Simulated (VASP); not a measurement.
Method: r2SCAN meta-GGA, VASP's PBE PAW potentials (set 64) (plane waves; VASP).

A VASP calculation is set up with these files.

File KPOINTS_OPT:
```
k-points along high-symmetry lines
10
Line-mode
Reciprocal
  0.000000   0.000000   0.000000 ! GAMMA
 -0.500000  -0.500000   0.000000 ! X

 -0.500000  -0.500000   0.000000 ! X
 -0.375000  -0.375000   0.250000 ! U

 -0.375000  -0.000000   0.375000 ! K
  0.000000   0.000000   0.000000 ! GAMMA

  0.000000   0.000000   0.000000 ! GAMMA
 -0.000000  -0.000000   0.500000 ! L

 -0.000000  -0.000000   0.500000 ! L
 -0.500000  -0.250000   0.250000 ! W

 -0.500000  -0.250000   0.250000 ! W
 -0.500000  -0.500000   0.000000 ! X
```

### KPOINTS
```
K-points
0
G
 8 8 8
0 0 0
```

### INCAR
```
ALGO  =  Normal
EDIFF  =  1E-7
ENCUT  =  400
ISIF  =  2
ISMEAR  =  -5
LASPH  =  .TRUE.
LCHARG  =  .FALSE.
LMAXMIX  =  4
LMIXTAU  =  .TRUE.
LORBIT  =  11
LREAL  =  .FALSE.
LWAVE  =  .FALSE.
METAGGA  =  R2SCAN
NEDOS  =  601
NELM  =  100
PREC  =  Accurate
SYSTEM  =  ZnTe
```

File POSCAR:
```
ZnTe
1
   -0.0000000000     3.0540149177     3.0540149177
    3.0540149177     0.0000000000     3.0540149177
    3.0540149177     3.0540149177    -0.0000000000
Zn Te
1 1
Direct
  1.0000000000   1.0000000000   1.0000000000
  0.2500000000   0.2500000000   0.2500000000
```

POTCAR, in this order: Zn Te (PBE.64 set). Program: vasp_std.

What VASP printed:

### OSZICAR
```
       N       E                     dE             d eps       ncg     rms          rms(c)
DAV:   1     0.389237990511E+02    0.38924E+02   -0.75101E+03   754   0.123E+03
DAV:   2    -0.340392790897E+02   -0.72963E+02   -0.70590E+02   794   0.237E+02
DAV:   3    -0.379117386797E+02   -0.38725E+01   -0.38616E+01   939   0.582E+01
DAV:   4    -0.379558916337E+02   -0.44153E-01   -0.44147E-01   896   0.643E+00
DAV:   5    -0.379567118670E+02   -0.82023E-03   -0.82023E-03   914   0.708E-01    0.507E+00
DAV:   6    -0.353874172245E+02    0.25693E+01   -0.15977E+00   869   0.310E+01    0.470E+00
DAV:   7    -0.353287503224E+02    0.58667E-01   -0.36868E-01   754   0.111E+01    0.272E+00
DAV:   8    -0.353977312572E+02   -0.68981E-01   -0.18898E-01   764   0.385E+00    0.616E-01
DAV:   9    -0.354191445624E+02   -0.21413E-01   -0.10077E-01   784   0.291E+00    0.488E-01
DAV:  10    -0.354478430959E+02   -0.28699E-01   -0.96745E-03   759   0.134E+00    0.176E-01
DAV:  11    -0.354497806303E+02   -0.19375E-02   -0.18785E-03   814   0.585E-01    0.113E-01
DAV:  12    -0.354490770808E+02    0.70355E-03   -0.15393E-03   774   0.485E-01    0.450E-02
DAV:  13    -0.354503100921E+02   -0.12330E-02   -0.62075E-04   764   0.320E-01    0.978E-03
DAV:  14    -0.354503330612E+02   -0.22969E-04   -0.26116E-05   879   0.494E-02    0.821E-03
DAV:  15    -0.354503359299E+02   -0.28686E-05   -0.43610E-06   774   0.289E-02    0.552E-03
DAV:  16    -0.354503420153E+02   -0.60854E-05   -0.21376E-06   824   0.233E-02    0.285E-03
DAV:  17    -0.354503431546E+02   -0.11394E-05   -0.90383E-07   764   0.122E-02    0.215E-03
DAV:  18    -0.354503431492E+02    0.53801E-08   -0.17763E-08   467   0.190E-03
   1 F= -.35450343E+02 E0= -.35450343E+02  d E =0.000000E+00
       N       E                     dE             ncg
       N       E                     dE             ncg
       N       E                     dE             ncg
```

File OUTCAR:
```
------------------------ aborting loop because EDIFF is reached ----------------------------------------
  FORCE on cell =-STRESS in cart. coord.  units (eV):
  Direction    XX          YY          ZZ          XY          YZ          ZX
  --------------------------------------------------------------------------------------
  Total       -0.0051510     -0.0051510     -0.0051510      0.0000000     -0.0000000      0.0000000
  in kB       -0.1448635     -0.1448635     -0.1448635      0.0000000     -0.0000000      0.0000000
  external PRESSURE =      -0.1448635 kB  Pullay stress =       0.0000000 kB
  volume of cell :       56.97
      direct lattice vectors                 reciprocal lattice vectors
     0.000000000  3.054014918  3.054014918    -0.163718912  0.163718912  0.163718912
     3.054014918  0.000000000  3.054014918     0.163718912 -0.163718912  0.163718912
     3.054014918  3.054014918  0.000000000     0.163718912  0.163718912 -0.163718912
 POSITION                                       TOTAL-FORCE (eV/Angst)
 -----------------------------------------------------------------------------------
      0.00000      0.00000      0.00000         0.000000      0.000000      0.000000
      1.52701      1.52701      1.52701        -0.000000     -0.000000     -0.000000
 -----------------------------------------------------------------------------------
    total drift:                               -0.000011     -0.000011     -0.000011
  FREE ENERGIE OF THE ION-ELECTRON SYSTEM (eV)
  ---------------------------------------------------
  free  energy   TOTEN  =       -35.4503431492 eV

  energy  without entropy=      -35.4503431492  energy(sigma->0) =      -35.45034315

 total charge

# of ion       s       p       d       tot
------------------------------------------
    1        0.535   0.430   9.774  10.739
    2        1.346   2.122   0.028   3.496
--------------------------------------------------
tot          1.881   2.551   9.803  14.235
```
(Selected blocks of OUTCAR.)

The compound is ZnTe in the zinc blende structure. It was relaxed first.
